## What the bulk modulus measures

The bulk modulus B is the pressure needed per fractional decrease in volume, B = −V dP/dV, where V is the volume and P the pressure. At B = 50 GPa, half a gigapascal squeezes the crystal by about one per cent. Here the energy of cubic SnTe was computed at seven volumes and a smooth curve was laid through the points. The minimum of the curve gives the equilibrium volume, and the curvature there, multiplied by that volume, gives B. The bulk modulus slope, written n below, has no unit: it tells how many gigapascals B gains for each gigapascal of applied pressure.

Plane-wave DFT with ABINIT 10.8.3 and PAW datasets for cubic SnTe (Fm-3m, 2 atoms per cell), without spin polarisation, spin-orbit coupling or dispersion correction. All runs use a 7 × 7 × 7 k-point mesh and Fermi-Dirac smearing of 0.05 eV. Volumes, moduli and slopes come from fits to energies at seven volumes; the given cell has 31.28 Å³/atom.

| functional | potentials | wave cutoff | equilibrium volume (Å³/atom) | equilibrium volume change (% of the given cell) | bulk modulus (GPa) | bulk modulus slope |
| --- | --- | --- | --- | --- | --- | --- |
| LDA | JTH-PAW-LDA-v2.0-sp | 408.171 eV | 30.19 | -3.500 | 51.20 | 4.460 |
| PBE | JTH-PAW-PBE-v2.0 | 598.65 eV | 32.83 | 4.950 | 39.70 | 4.860 |
| LDA-PZ | JTH-PAW-LDA-v2.0-sp | 408.171 eV | 30.19 | -3.490 | 50.90 | 4.260 |
| LDA-Teter | JTH-PAW-LDA-v2.0-sp | 408.171 eV | 30.23 | -3.370 | 51.00 | 4.460 |
| LDA-VWN | JTH-PAW-LDA-v2.0-sp | 408.171 eV | 30.16 | -3.580 | 51.30 | 4.460 |

## Orders of magnitude to keep

SnTe has a modulus of about 50 GPa in the local density approximation (LDA) and about 40 GPa with the gradient-corrected functional PBE. The PBE crystal is about 9 % larger in volume, which is only about 3 % in the cubic edge. A modest change of length thus goes with a loss of more than a fifth of the stiffness.

The four LDA rows are different formulas for the same uniform electron gas, and they agree within 0.4 GPa. The contrast worth explaining is therefore the one between LDA and PBE. The table gives volume changes relative to the given cell, which is entry 4031783 of the Crystallography Open Database (COD). That database collects published structures, most of them measured, but a measured cell depends on temperature and pressure, and the calculations leave out thermal motion. The changes therefore do not by themselves tell which functional is closer to nature.

## A rule from one reference row

A compressed crystal is stiffer because the repulsion between its atoms rises more and more steeply as they come closer. An expanded one is softer. The slope n puts a number on this, and if n is taken as constant, the rest is short algebra:

1. The definition of the slope is dB/dP = n.
2. The definition of the modulus gives dP = −B dV/V.
3. Together they give dB/B = −n dV/V.
4. Summed over a finite change of volume, this becomes

B = B_ref × (V_ref / V)ⁿ

This is the Murnaghan form of the equation of state. B_ref, V_ref and n belong to a reference calculation, here the LDA row, with n = 4.46. For small steps the rule says that one per cent more volume costs about four and a half per cent of the modulus.

To carry the rule from one functional to another, one more assumption is needed: the second functional does no more than stretch the crystal of the first. This assumption is the physical content of the estimate, and the PBE row puts it to the test.

## First worked row: PBE

Suppose that the PBE volume is known and its modulus is wanted.

1. The volume ratio is 32.83 / 30.19 ≈ 1.087.
2. Its natural logarithm is about 0.084.
3. Multiplied by n = 4.46, this gives about 0.37.
4. The modulus shrinks by the factor e^(−0.37) ≈ 0.69.
5. The estimate is 51.2 GPa × 0.69 ≈ 35 GPa.

The computed value is 39.7 GPa, so the estimate is 11 % too low relative to it. The PBE row played no part in setting the three constants, which makes this a real test. The rule gets the direction and the rough size right, but makes the crystal too soft. Leaving the LDA modulus unchanged would have been worse, with an error of 11.5 GPa instead of about 4.5 GPa.

The power should not be replaced by a straight line for so large a step. Taking off 4.46 % of the original modulus for each per cent of volume leads to only 31 GPa. The straight line forgets that each further loss is a percentage of a modulus that has already fallen.

## Second worked row: LDA-Teter

The LDA-Teter volume lies 0.13 % above that of the LDA row. Multiplied by 4.46, this means a loss of about 0.6 % of the modulus, so the estimate is 50.9 GPa. The computed value is 51.0 GPa.

The agreement is close, but the step is so small that simply keeping the LDA value would do almost as well. This row shows how to use the rule for small changes, and it already hints at its bias: with the unrounded fits of the two runs, the rule predicts a fall of about 0.3 GPa while the computed fall is under 0.2 GPa. The estimate is too soft, as it was for PBE.

## Why the PBE crystal is stiffer than the rule says

The pressures from the same runs show what the stretching picture leaves out. At equal volume, the PBE run has an extra outward pressure compared with the LDA run. It amounts to about 4.3 GPa in the smallest cell computed and fades to about 3.5 GPa in the largest. This push explains the larger volume. Near the PBE volume it is about 3.6 GPa, and the modulus of the LDA crystal falls from 51 to about 34 GPa on the way there, so the push expands the crystal by roughly 9 %.

If the push were the same at every volume, it would only shift the equilibrium, and PBE would behave like a stretched LDA crystal. Because it fades, it also adds stiffness. When the crystal is squeezed, the outward push grows and resists the squeeze; when the crystal expands, the push weakens and helps less. In the formula B = −V dP/dV, an outward pressure that falls with volume makes a positive contribution.

The size of this contribution can be read near the PBE equilibrium volume. There the pressures give a modulus of about 34 GPa for the LDA crystal and about 39 GPa for the PBE crystal. The rule, with its 35 GPa, therefore describes the stretched LDA crystal well. Its error for PBE comes almost entirely from the missing 5 GPa of the fading push. In tests by the makers of the data on other systems, pressures computed at a fixed basis lay slightly under the slope of the energies. In the LDA and PBE runs used here, the pressures vanish within about 0.01 Å³/atom of the fitted volumes, so any such offset is small near equilibrium. The PBE modulus read from the last two cells also lies within 0.3 GPa of the fitted one. The sign and rough size of the extra stiffness are therefore secure, but the 5 GPa rest on that one pair of cells and are a round figure.

## Where the outward push comes from

Standard theory offers a reason for the push. LDA treats the electrons at each point as if they belonged to a uniform gas, and it usually binds solids too strongly. PBE also takes account of how rapidly the density changes in space, and it favours uneven densities. Atoms that are farther apart have a more uneven density, so expansion is rewarded, and that reward acts as an outward pressure. It should fade as the densities of neighbouring atoms overlap less, but the fading is no fingerprint of this cause. LDA-Teter, which has no gradient terms and shares the potentials and cutoff of the LDA row, also adds a small outward push that fades, from 0.070 GPa in the smallest cell to 0.056 GPa in the largest.

The calculations show the push and its fading, but they do not isolate this cause. The PBE run also treats ten inner 4d electrons of tin explicitly, which the LDA runs keep frozen in the core, and it uses a larger basis. How much each difference contributes is unknown, because no run changes one of them alone. The 5 GPa belong to the whole change of setup, although the direction of the trend is the familiar one for these two functionals.

## How far to trust the estimate

Within the LDA family the rule is good to about 0.3 GPa, but keeping the LDA value unchanged does just as well. The largest miss there belongs to LDA-PZ, whose low slope of 4.26 and slightly low modulus reflect scatter in its energies and not a different material response. For the step to PBE, the error is about a tenth of the modulus. With a single large step in the table, that figure is one example and not a general error bar. The rows are also a selection: runs that failed or met a known fault of the program, and some with graver warnings, were left out.

An exponent of about 3 instead of 4.46 reproduces the PBE modulus by construction, since it is computed from that very pair of rows. It is not pure accident, though. The unrounded fits of LDA-Teter and LDA-VWN also call for exponents between 2 and 3. The push of LDA-Teter fades on expansion, and so does the inward pull of LDA-VWN, from 0.044 to 0.033 GPa, which makes the rule too stiff for that row. These steps are tiny, so they support an exponent below the slope without fixing its value. It is a compact description of the pair: between these two setups, one per cent of volume costs about three per cent of stiffness. Under pressure within one functional, the slope of that functional applies, 4.46 for LDA and 4.86 for PBE. The PBE slope is the less certain of the two, because the PBE energies scatter about their fitted curve nearly as much as those of LDA-PZ and the PBE minimum lies between the last two volumes sampled.

The rule needs the new volume as an input and can't supply it. It also inherits what the calculations leave out. They keep the crystal cubic, whereas real SnTe can distort at low temperature, and they omit spin-orbit coupling and thermal motion. An estimate made in this way is a forecast of another such calculation, not of a laboratory measurement.

For a neighbouring case, the first question is whether the new functional pushes the atoms apart or pulls them together. A larger volume then points to a softer crystal, and the rule gives a first value. If the push fades on expansion, as it does here, the modulus computed with the new functional should lie above that value. The printed output after this text lists the estimate for every row.

The analysis program printed:

```
Rule with the LDA row as reference:
        row  volume above LDA in %  rule B in GPa  computed B in GPa  rule less computed in GPa  miss in %
        LDA                      0           51.2               51.2                          0          0
        PBE                  8.745          35.23               39.7                     -4.472     -11.26
     LDA-PZ                      0           51.2               50.9                        0.3     0.5894
  LDA-Teter                 0.1325           50.9                 51                    -0.1015    -0.1989
    LDA-VWN               -0.09937          51.43               51.3                     0.1275     0.2486
PBE volume divided by LDA volume: 1.087
PBE cubic edge above LDA edge in %: 2.834
Fall of modulus from LDA to PBE by the rule in GPa: 15.97
Fall of modulus from LDA to PBE as computed in GPa: 11.5
Fall of modulus from LDA to PBE as computed in %: 22.46
Straight-line shortcut for PBE modulus in GPa: 31.23
Effective exponent between LDA and PBE: 3.035
Spread of volume over the four LDA rows in %: 0.2319
Spread of modulus over the four LDA rows in GPa: 0.4
Extra outward pressure of PBE run over LDA run at 29.40 A^3/atom in GPa: 4.268
Extra outward pressure at the given cell 31.28 A^3/atom in GPa: 3.833
Extra outward pressure at 33.16 A^3/atom in GPa: 3.512
Middle volume of the last two sampled cells in A^3/atom: 32.85
LDA modulus at that volume from pressures in GPa: 34.39
Rule for LDA modulus at that volume in GPa: 35.16
PBE modulus at that volume from pressures in GPa: 39.42
Stiffness added by the fading outward pressure in GPa: 5.027
```
